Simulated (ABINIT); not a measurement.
Runs of ABINIT 10.8.3 (patched build) on PtSe2 (Sudovikovite). The structure is trigonal, space group P-3m1 (No. 164). Conventional cell: a = 3.724 Å, b = 3.724 Å, c = 5.062 Å, α = 90.00°, β = 90.00°, γ = 120.00°. Pt (site symmetry -3m) is surrounded by 6 Se at 2.49 Å. Se (site symmetry 3m) is surrounded by 3 Pt at 2.49 Å. 

```csv
task,level,potentials or basis,k mesh,mesh quality,gap on the mesh (eV),pressure (GPa),largest force (eV/Å)
single point,PBEsol,JTH PAW PBE v2.0,3 × 3 × 2,coarse,none,2.6,(c)
single point,PBEsol,JTH PAW PBE v2.0,6 × 6 × 4,not flagged,none,(b),0.44
band structure,PBE,JTH PAW PBE v2.0,8 × 8 × 5,not flagged,none,7.8,0.69
single point,LDA,JTH PAW LDA v2.0,5 × 5 × 3,coarse,none,(a),0.17
band structure,BLYP,JTH PAW PBE v2.0,8 × 8 × 5,not flagged,none,15.0,1.11
```

Alike in all rows: no spin polarisation; cell as given; cutoff (eV) 544; smearing fermi-dirac 0.05 eV.

Q: Fill in the values left out.

A: (a) -0.2; (b) 2.8; (c) 0.30.

Caveats: some runs use coarse meshes; the atomic spheres overlap; the PAW data sets were made with another functional, which shifts forces and pressure a little (some runs); spin-orbit coupling is left out, which moves the levels of the heavy elements (some runs).

A k mesh can miss the band edges, and the runs leave out spin-orbit coupling on Pt, Se.

A gap of «none» marks a metal or a gap under the smearing width.
